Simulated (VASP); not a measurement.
# ZnSnN2 (R-3m) in VASP: relaxation of cell and atoms with PBE

Aim: the relaxation of cell and atoms of ZnSnN2 with PBE.

Everything below comes from runs of VASP 6.6.1. Logs are shortened: lines on timing, memory, paths and dates and some standing lists are left out, and cuts for length are marked.

### Step 1. The crystal as given

The structure is trigonal, space group R-3m (No. 166). The conventional cell has a = 3.405 Å, b = 3.405 Å, c = 16.243 Å, α = 90.00°, β = 90.00°, γ = 120.00°. Around Zn (site symmetry -3m) lie 6 N at 2.45 Å. Sn (site symmetry -3m) has 6 N at 2.32 Å as nearest neighbours. N (site symmetry 3m) is surrounded by 3 Sn at 2.32 Å and 3 Zn at 2.45 Å.

The cell was built by a generator and needn't be a form met in nature.

### Step 2. Relaxation of cell and atoms, PBE

Input file INCAR:

```
ALGO = Fast
EDIFF = 1E-4
EDIFFG = -0.08
ENCUT = 520
GGA = PE
IBRION = 2
ISIF = 3
ISMEAR = 0
LASPH = T
LCHARG = F
LREAL = F
LWAVE = F
NELM = 60
NSW = 24
PREC = Normal
SIGMA = 0.15
```

Input file KPOINTS:

```
k-points
0
Gamma
  5 5 5
```

Input file POSCAR:

```
ZnSnN2
1.0
    1.7024240500      0.9828949800      5.4144373500
   -1.7024240500      0.9828949800      5.4144373500
    0.0000000000     -1.9657899700      5.4144373500
Zn Sn N
1 1 2
Direct
    0.5000000000      0.5000000000      0.5000000000
    0.0000000000      0.0000000000      0.0000000000
    0.7430000000      0.7430000000      0.7430000000
    0.2570000000      0.2570000000      0.2570000000
```

Potentials or basis: VASP PAW PBE potentials, release 64 (Zn, Sn_d, N).

On the command line:

```console
cat potpaw_PBE.64/Zn/POTCAR potpaw_PBE.64/Sn_d/POTCAR potpaw_PBE.64/N/POTCAR > POTCAR
mpirun -np 1 vasp_std > vasp.out
```

OUTCAR:

```text
EDIFF = 1E-4
   EDIFFG = -0.08
   ENCUT = 520
   GGA = PE
   IBRION = 2
   ISIF = 3
   ISMEAR = 0
   LASPH = T
   LREAL = F
   NELM = 60
   NSW = 24
   PREC = Normal

 ion  position               nearest neighbor table
   1  0.500  0.500  0.500-   2 3.35   2 3.35   2 3.35   2 3.35   2 3.35   2 3.35
   2  0.000  0.000  0.000-   3 2.32   3 2.32   4 2.32   4 2.32   3 2.32   4 2.32   1 3.35   1 3.35
                             1 3.35   1 3.35   1 3.35   1 3.35
   3  0.743  0.743  0.743-   2 2.32   2 2.32   2 2.32
   4  0.257  0.257  0.257-   2 2.32   2 2.32   2 2.32

  LATTYP: Found a trigonal (rhomboedric) cell.
 ALAT       =     5.7602484326
 COS(alpha) =     0.8253039609

  Lattice vectors:

 A1 = (   1.7024240500,   0.9828949800,   5.4144373500)
 A2 = (  -1.7024240500,   0.9828949800,   5.4144373500)
 A3 = (   0.0000000000,  -1.9657899700,   5.4144373500)

Analysis of symmetry for initial positions (statically):
=====================================================================
 Subroutine PRICEL returns:
 Original cell was already a primitive cell.

 Routine SETGRP: Setting up the symmetry group for a
 trigonal (rhombohedral) supercell.

 Subroutine GETGRP returns: Found 12 space group operations
 (whereof 12 operations were pure point group operations)
 out of a pool of 12 trial point group operations.

The static configuration has the point symmetry D_3d.

Analysis of symmetry for dynamics (positions and initial velocities):
=====================================================================
 Subroutine PRICEL returns:
 Original cell was already a primitive cell.

 Routine SETGRP: Setting up the symmetry group for a
 trigonal (rhombohedral) supercell.

 Subroutine GETGRP returns: Found 12 space group operations
 (whereof 12 operations were pure point group operations)
 out of a pool of 12 trial point group operations.

The dynamic configuration has the point symmetry D_3d.

 Subroutine INISYM returns: Found 12 space group operations
 (whereof 12 operations are pure point group operations),
 and found     1 'primitive' translations

----------------------------------------------------------------------------------------

                                     Primitive cell

  volume of cell :      54.3600

  direct lattice vectors                    reciprocal lattice vectors
     1.702424050  0.982894980  5.414437350     0.293698858  0.169567115  0.061563799
    -1.702424050  0.982894980  5.414437350    -0.293698858  0.169567115  0.061563799
     0.000000000 -1.965789970  5.414437350     0.000000000 -0.339134230  0.061563799

  length of vectors
     5.760248433  5.760248433  5.760248434     0.344676845  0.344676845  0.344676845

  position of ions in fractional coordinates (direct lattice)
     0.500000000  0.500000000  0.500000000
     0.000000000  0.000000000  0.000000000
     0.743000000  0.743000000  0.743000000
     0.257000000  0.257000000  0.257000000

  ion indices of the primitive-cell ions
   primitive index   ion index
                 1           1
                 2           2
                 3           3
                 4           4

----------------------------------------------------------------------------------------

 KPOINTS: k-points

Automatic generation of k-mesh.
 Grid dimensions read from file:
 generate k-points for:    5    5    5

 Generating k-lattice:

  Cartesian coordinates                     Fractional coordinates (reciprocal lattice)
     0.058739772  0.033913423  0.012312760     0.200000000  0.000000000  0.000000000
    -0.058739772  0.033913423  0.012312760     0.000000000  0.200000000  0.000000000
     0.000000000 -0.067826846  0.012312760    -0.000000000 -0.000000000  0.200000000

  Length of vectors
     0.068935369  0.068935369  0.068935369

  Shift w.r.t. Gamma in fractional coordinates (k-lattice)
     0.000000000  0.000000000  0.000000000

 Subroutine IBZKPT returns following result:
 ===========================================

 Found     19 irreducible k-points:

 Following reciprocal coordinates:
            Coordinates               Weight
  0.000000  0.000000  0.000000      1.000000
  0.200000  0.000000  0.000000      6.000000
  0.400000  0.000000  0.000000      6.000000
  0.200000  0.200000  0.000000      6.000000
  0.400000  0.200000  0.000000     12.000000
 -0.400000  0.200000  0.000000     12.000000
[... 11 lines left out ...]
  0.400000  0.400000  0.400000      2.000000
 -0.400000  0.400000  0.400000      6.000000
   k-points           NKPTS =     19   k-points in BZ     NKDIM =     19   number of bands    NBANDS=     22
   number of dos      NEDOS =    301   number of ions     NIONS =      4
   total plane-waves  NPLWV =  32768
   dimension x,y,z NGX =    32 NGY =   32 NGZ =   32
   dimension x,y,z NGXF=    64 NGYF=   64 NGZF=   64
   ions per type =               1   1   2
   NGX,Y,Z   is equivalent  to a cutoff of   9.24,  9.24,  9.24 a.u.
   NGXF,Y,Z  is equivalent  to a cutoff of  18.47, 18.47, 18.47 a.u.
 SYSTEM =  unknown system
   PREC   = normal    normal or accurate (medium, high low for compatibility)
   ISTART =      0    job   : 0-new  1-cont  2-samecut
   ICHARG =      2    charge: 1-file 2-atom 10-const
   ISPIN  =      1    spin polarized calculation?
   LNONCOLLINEAR =      F non collinear calculations
   LSORBIT =      F    spin-orbit coupling
   LASPH  =      T    aspherical Exc in radial PAW
   ENCUT  =  520.0 eV  38.22 Ry    6.18 a.u.  10.71 10.71 10.71*2*pi/ulx,y,z
   NELM   =     60;   NELMIN=  2; NELMDL= -5     # of ELM steps
   EDIFF  = 0.1E-03   stopping-criterion for ELM
   LREAL  =      F    real-space projection
   EDIFFG = -.8E-01   stopping-criterion for IOM
   NSW    =     24    number of steps for IOM
   IBRION =      2    ionic relax: 0-MD 1-quasi-New 2-CG
   NFREE  =      1    steps in history (QN), initial steepest desc. (CG)
   ISIF   =      3    stress and relaxation
   ISYM   =      2    0-nonsym 1-usesym 2-fastsym
   POTIM  = 0.5000    time-step for ionic-motion
   TEBEG  =    0.0;   TEEND  =   0.0 temperature during run
   PSTRESS=    0.0 pullay stress
   NELECT =      36.0000    total number of electrons
   NUPDOWN=      -1.0000    fix difference up-down
   EMIN   =  10.00;   EMAX   =-10.00  energy-range for DOS
   EFERMI =   0.00;   METHOD = LEGACY
   ISMEAR =     0;   SIGMA  =   0.15  broadening in eV -4-tet -1-fermi 0-gaus
   EFERMI_NEDOS =   21; number of points for ismear=-14 and -15
   IALGO  =     68    algorithm
   IMIX   =      4    mixing-type and parameters
     AMIX     =   0.40;   BMIX     =  1.00
     AMIX_MAG =   1.60;   BMIX_MAG =  1.00
  volume/ion in A,a.u.               =      13.59        91.71
  Fermi-wavevector in a.u.,A,eV,Ry     =   1.426973  2.696589 27.704901  2.036253
  Thomas-Fermi vector in A             =   2.547193
   LORBIT       =      0    0 simple, 1 ext, 2 COOP (PROOUT), +10 PAW based schemes
   GGA     = PE    functional components
   LHFCALC =     F    Hartree Fock is set to
   AEXX    =    0.0000 exact exchange contribution
   IVDW    =     0    specifies the selected vdW correction
   LEPSILON=     F    determine dielectric tensor
   LRPA    =     F    only Hartree local field effects (RPA)
 conjugate gradient relaxation of ions
 non-spin polarized calculation
 RMM-DIIS sequential band-by-band and
 Gauss-broadening in eV      SIGMA  =   0.15
  energy-cutoff  :      520.00
  volume of cell :       54.36
 maximum number of plane-waves:      1476
   NGX = 21   NGY = 21   NGZ = 21

--------------------------------------- Ionic step        1  -------------------------------------------

 number of electron      36.0000024 magnetization

 Free energy of the ion-electron system (eV)
  ---------------------------------------------------
  ext. energy  EPLUGINS =         0.00000000
  ---------------------------------------------------
  free energy    TOTEN  =       -19.79235585 eV

  energy without entropy =      -19.78967693  energy(sigma->0) =      -19.79101639

------------------------ aborting loop because EDIFF is reached ----------------------------------------

  FORCE on cell =-STRESS in cart. coord.  units (eV):
  Direction    XX          YY          ZZ          XY          YZ          ZX
  --------------------------------------------------------------------------------------
  -------------------------------------------------------------------------------------
  Total       -6.7811113     -6.7811113     -4.4683664      0.0000000      0.0000000      0.0000000
  in kB     -199.8628183   -199.8628182   -131.6982225      0.0000000      0.0000001      0.0000000
  external PRESSURE =    -177.1412863 kB  Pullay stress =       0.0000000 kB

 VOLUME and BASIS-vectors are now :
 -----------------------------------------------------------------------------
  energy-cutoff  :      520.00
  volume of cell :       54.36
      direct lattice vectors                 reciprocal lattice vectors
     1.702424050  0.982894980  5.414437350     0.293698858  0.169567115  0.061563799
    -1.702424050  0.982894980  5.414437350    -0.293698858  0.169567115  0.061563799
     0.000000000 -1.965789970  5.414437350     0.000000000 -0.339134230  0.061563799

 POSITION                                       TOTAL-FORCE (eV/Angst)
 -----------------------------------------------------------------------------------
      0.00000     -0.00000      8.12166        -0.000000     -0.000000      0.000000
      0.00000      0.00000      0.00000         0.000000     -0.000000      0.000000
      0.00000     -0.00000     12.06878         0.000000     -0.000000      0.010735
      0.00000     -0.00000      4.17453         0.000000      0.000000     -0.010735
 -----------------------------------------------------------------------------------
    total drift:                               -0.000000     -0.000000      0.000000

  FREE ENERGIE OF THE ION-ELECTRON SYSTEM (eV)
  ---------------------------------------------------
  free  energy   TOTEN  =       -19.7923558465 eV
[... 207 lines left out ...]
 VOLUME and BASIS-vectors are now :
 -----------------------------------------------------------------------------
  energy-cutoff  :      520.00
  volume of cell :       46.60
      direct lattice vectors                 reciprocal lattice vectors
     1.601209450  0.924458704  5.247276333     0.312263958  0.180285680  0.063525020
    -1.601209450  0.924458704  5.247276333    -0.312263958  0.180285680  0.063525020
     0.000000000 -1.848917416  5.247276332     0.000000000 -0.360571360  0.063525020

 POSITION                                       TOTAL-FORCE (eV/Angst)
 -----------------------------------------------------------------------------------
      0.00000     -0.00000      7.87091         0.000000     -0.000000     -0.000000
      0.00000     -0.00000     15.74183         0.000000     -0.000000     -0.000000
      0.00000     -0.00000     11.74618        -0.000000     -0.000000      0.006108
      0.00000     -0.00000      3.99565        -0.000000      0.000000     -0.006108
 -----------------------------------------------------------------------------------
    total drift:                               -0.000000      0.000000      0.000000

  FREE ENERGIE OF THE ION-ELECTRON SYSTEM (eV)
  ---------------------------------------------------
  free  energy   TOTEN  =       -20.3135238803 eV

  energy  without entropy=      -20.3130711272  energy(sigma->0) =      -20.31329750

--------------------------------------- Ionic step        8  -------------------------------------------

 number of electron      35.9999989 magnetization

 Free energy of the ion-electron system (eV)
  ---------------------------------------------------
  ext. energy  EPLUGINS =         0.00000000
  ---------------------------------------------------
  free energy    TOTEN  =       -20.31497526 eV

  energy without entropy =      -20.31466571  energy(sigma->0) =      -20.31482049

 E-fermi :   7.4755     XC(G=0): -12.1563

 val. band max:        7.2068982390   @ k =  -0.2000   0.2000   0.0000
 cond. band min:       7.6666613563   @ k =   0.0000   0.0000   0.0000
 fundamental gap:      0.4597631173
 Fermi energy:         7.4754847493

 k-point     1 :       0.0000    0.0000    0.0000
  band No.  band energies     occupation
      1     -13.8315      2.00000
      2     -13.8290      2.00000
      3     -13.8290      2.00000
      4     -13.6591      2.00000
      5     -13.6591      2.00000
      6      -9.1397      2.00000
[... 14 lines left out ...]
     21      14.9928      0.00000
     22      15.3674      0.00000

 k-point     2 :       0.2000    0.0000    0.0000
  band No.  band energies     occupation
      1     -13.9119      2.00000
      2     -13.7675      2.00000
      3     -13.7467      2.00000
      4     -13.7278      2.00000
      5     -13.6697      2.00000
      6      -8.5471      2.00000
[... 452 lines left out ...]
 VOLUME and BASIS-vectors are now :
 -----------------------------------------------------------------------------
  energy-cutoff  :      520.00
  volume of cell :       46.28
      direct lattice vectors                 reciprocal lattice vectors
     1.600380113  0.923979886  5.216716609     0.312425777  0.180379106  0.063897152
    -1.600380113  0.923979886  5.216716609    -0.312425777  0.180379106  0.063897152
     0.000000000 -1.847959781  5.216716609     0.000000000 -0.360758213  0.063897152

 POSITION                                       TOTAL-FORCE (eV/Angst)
 -----------------------------------------------------------------------------------
      0.00000     -0.00000      7.82507         0.000000     -0.000000      0.000000
      0.00000      0.00000      0.00000        -0.000000     -0.000000     -0.000000
      0.00000     -0.00000     11.67970        -0.000000     -0.000000      0.034829
      0.00000     -0.00000      3.97045        -0.000000      0.000000     -0.034829
 -----------------------------------------------------------------------------------
    total drift:                               -0.000000      0.000000      0.000000

  FREE ENERGIE OF THE ION-ELECTRON SYSTEM (eV)
  ---------------------------------------------------
  free  energy   TOTEN  =       -20.3149752595 eV

  energy  without entropy=      -20.3146657136  energy(sigma->0) =      -20.31482049

 reached required accuracy - stopping structural energy minimisation
```

It took 68 s on 1 thread of AMD EPYC 9R14 (Zen 4), shared host; peak memory 0.17 GiB.

What came out:

```yaml
Free_energy: -20.3150 eV
Relaxed_volume: 11.57 Å³/atom
Relaxed_cell: a = 5.534 Å, b = 5.534 Å, c = 5.534 Å, α = 33.62°, β = 33.62°, γ = 33.62°
Space_group_after_relaxing_to_0.05_Å: R-3m (No. 166)
Energy_gained_by_relaxing: 130.7 meV/atom
Ionic_steps: 8
Pressure_after_relaxing: 0.0 GPa
Largest_force_after_relaxing: 0.035 eV/Å
Band_gap_on_the_k_mesh: 0.46 eV, indirect (least direct gap 0.64 eV)
```

Forces on the atoms (eV/Å):
```
Zn   0.000  0.000  0.000
Sn   0.000  0.000  0.000
N    0.000  0.000  0.035
N    0.000  0.000 -0.035
```

Step by step:
```
step  energy change (eV)  largest force (eV/Å)  pressure (GPa)  volume (Å³)
   1              0.0000                0.0107          -17.71        54.36
   2             -0.3177                1.2672           16.13        43.36
   3             -0.4834                0.7140            0.37        46.96
   4             -0.4828                0.6974           -1.22        47.10
   5             -0.5159                0.2628           -0.50        46.79
   6             -0.5211                0.0346           -0.69        46.62
   7             -0.5212                0.0061           -0.60        46.60
   8             -0.5226                0.0348           -0.05        46.28
```

Final structure:
```yaml
crystal:
  lattice:
    - [1.60038, 0.92398, 5.21672]
    - [-1.60038, 0.92398, 5.21672]
    - [0.00000, -1.84796, 5.21672]
  atoms:
    - { symbol: Zn, position: [0.50000, 0.50000, 0.50000] }
    - { symbol: Sn, position: [0.00000, 0.00000, 0.00000] }
    - { symbol: N, position: [0.74630, 0.74630, 0.74630] }
    - { symbol: N, position: [0.25370, 0.25370, 0.25370] }
```

Caveat: the k mesh is coarse (spacing up to 0.43 Å⁻¹), so the values aren't converged; spin-orbit coupling is left out, which moves the levels of the heavy elements; an odd mesh through Γ misses points on the zone boundary, where band edges often lie; the relaxation stopped at a loose force limit of 0.08 eV/Å, so its end isn't a converged minimum. As with any semilocal functional, this PBE gap is likely too small.
